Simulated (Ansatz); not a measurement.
# TiO: convergence and cost

Aim, for TiO: sweep the k-point mesh.

Computed with Ansatz 0.2.0 (DFT r2SCAN, scalar-relativistic, plane waves, PAW, unless a step's input says otherwise).

3 further runs of the same task are left out: 3 for a known fault of the program.

### 1 The system as given

The structure is hexagonal, space group P6_3/mmc (No. 194). Conventional cell: a = 2.852 Å, b = 2.852 Å, c = 5.568 Å, α = 90.00°, β = 90.00°, γ = 120.00°. Ti (site symmetry -6m2) has 6 O at 2.16 Å as nearest neighbours. O (site symmetry -3m) is surrounded by 6 Ti at 2.16 Å.

Coordinates:

```cif
data_structure
_symmetry_space_group_name_H-M 'P 1'
_symmetry_Int_Tables_number 1
_cell_length_a 2.8516
_cell_length_b 2.8516
_cell_length_c 5.5675
_cell_angle_alpha 90.000
_cell_angle_beta 90.000
_cell_angle_gamma 120.000
_cell_volume 39.21
loop_
_atom_site_label
_atom_site_type_symbol
_atom_site_fract_x
_atom_site_fract_y
_atom_site_fract_z
_atom_site_occupancy
Ti1 Ti 0.33333 0.66667 0.25000 1
Ti2 Ti 0.66667 0.33333 0.75000 1
O1 O 0.00000 0.00000 0.00000 1
O2 O 0.00000 0.00000 0.50000 1
```

Source of the structure: the Materials Project (structure only). It is taken as it stands there.

### 2 The base run, which the others are set against

input.yaml reads:

```yaml
crystal:
  lattice:
    - [2.8516080131, 0.0, 0.0]
    - [-1.4258040066, 2.469564981, 0.0]
    - [0.0, 0.0, 5.567503]
  atoms:
    - { symbol: Ti, position: [0.33333333, 0.66666667, 0.25] }
    - { symbol: Ti, position: [0.66666667, 0.33333333, 0.75] }
    - { symbol: O, position: [0.0, 0.0, 0.0] }
    - { symbol: O, position: [0.0, 0.0, 0.5] }
basis:
  ecutwfc: 500
kpoints:
  mp_grid: { grid: [18, 18, 8] }
hamiltonian:
  xc: r2scan
scf:
  occupations: { method: gaussian, width: 0.1 }
output:
  forces: true
  stress: true
  eigenvalues: true
  populations: true
```

Its results, from an earlier run: -1537.8722 eV/atom at zero smearing, pressure -5.33 GPa, largest force 0.000 eV/Å, no gap on the mesh, in 8 SCF cycles and 44 s.

### 3 K-point mesh set to 1×1×1

input.yaml reads:

```yaml
crystal:
  lattice:
    - [2.8516080131, 0.0, 0.0]
    - [-1.4258040066, 2.469564981, 0.0]
    - [0.0, 0.0, 5.567503]
  atoms:
    - { symbol: Ti, position: [0.3333333333, 0.6666666667, 0.25] }
    - { symbol: Ti, position: [0.6666666667, 0.3333333333, 0.75] }
    - { symbol: O, position: [0.0, 0.0, 0.0] }
    - { symbol: O, position: [0.0, 0.0, 0.5] }
basis:
  ecutwfc: 500
kpoints:
  mp_grid: { grid: [1, 1, 1] }
hamiltonian:
  xc: r2scan
scf:
  occupations: { method: gaussian, width: 0.1 }
output:
  forces: true
  stress: true
  eigenvalues: true
```

Launch:

```bash
ansatz run input.yaml --threads 1 --pin off --max-ram 2560MiB --backend cpu --events-out ev --progress --plain --runs-dir out
```

### 4 K-point mesh: 3×3×1

Changes to input.yaml since step 3:

```diff
@@ -13,3 +13,3 @@
 kpoints:
-  mp_grid: { grid: [1, 1, 1] }
+  mp_grid: { grid: [3, 3, 1] }
 hamiltonian:
```

### 5 K-point mesh: 3×3×2

Changes to input.yaml since step 4:

```diff
@@ -13,3 +13,3 @@
 kpoints:
-  mp_grid: { grid: [3, 3, 1] }
+  mp_grid: { grid: [3, 3, 2] }
 hamiltonian:
```

### 6 K-point mesh: 6×6×2

Changes to input.yaml since step 5:

```diff
@@ -13,3 +13,3 @@
 kpoints:
-  mp_grid: { grid: [3, 3, 2] }
+  mp_grid: { grid: [6, 6, 2] }
 hamiltonian:
```

### 7 K-point mesh set to 6×6×4

Changes to input.yaml since step 6:

```diff
@@ -13,3 +13,3 @@
 kpoints:
-  mp_grid: { grid: [6, 6, 2] }
+  mp_grid: { grid: [6, 6, 4] }
 hamiltonian:
```

### 8 K-point mesh set to 12×12×4

Changes to input.yaml since step 7:

```diff
@@ -13,3 +13,3 @@
 kpoints:
-  mp_grid: { grid: [6, 6, 4] }
+  mp_grid: { grid: [12, 12, 4] }
 hamiltonian:
```

### 9 K-point mesh set to 12×12×6

Changes to input.yaml since step 8:

```diff
@@ -13,3 +13,3 @@
 kpoints:
-  mp_grid: { grid: [12, 12, 4] }
+  mp_grid: { grid: [12, 12, 6] }
 hamiltonian:
```

### 10 K-point mesh set to 24×24×10

Changes to input.yaml since step 9:

```diff
@@ -13,3 +13,3 @@
 kpoints:
-  mp_grid: { grid: [12, 12, 6] }
+  mp_grid: { grid: [24, 24, 10] }
 hamiltonian:
@@ -22 +22,5 @@
   eigenvalues: true
+  write_density: true
+  write_potential: true
+  elf: true
+  volumetric_format: npy
```

### 11 K-point mesh set to 24×24×12

Changes to input.yaml since step 10:

```diff
@@ -13,3 +13,3 @@
 kpoints:
-  mp_grid: { grid: [24, 24, 10] }
+  mp_grid: { grid: [24, 24, 12] }
 hamiltonian:
@@ -22,5 +22 @@
   eigenvalues: true
-  write_density: true
-  write_potential: true
-  elf: true
-  volumetric_format: npy
```

### 12 K-point mesh set to 30×30×12

Changes to input.yaml since step 11:

```diff
@@ -13,3 +13,3 @@
 kpoints:
-  mp_grid: { grid: [24, 24, 12] }
+  mp_grid: { grid: [30, 30, 12] }
 hamiltonian:
@@ -22 +22,5 @@
   eigenvalues: true
+  write_density: true
+  write_potential: true
+  elf: true
+  volumetric_format: npy
```

(Steps that only read results are left out.)

What results come out of these runs, taken together?

As calculated:

| quantity | value |
| --- | --- |
| k-point mesh: within 10 and 1 meV/atom of 30×30×12 from | 6×6×2 for 10; 6×6×2 for 1 |

For the k-point mesh, the energy stays within 1 meV/atom of the reference from 6×6×2 on, at about 0.045 of the reference's time. The reference is only the best run made, not a proven limit. The error changes sign along the series, since a k mesh isn't variational, and a metal needs dense meshes to resolve its Fermi surface. Spin polarisation is off in the runs that give these values; a magnetic solution could lie lower.
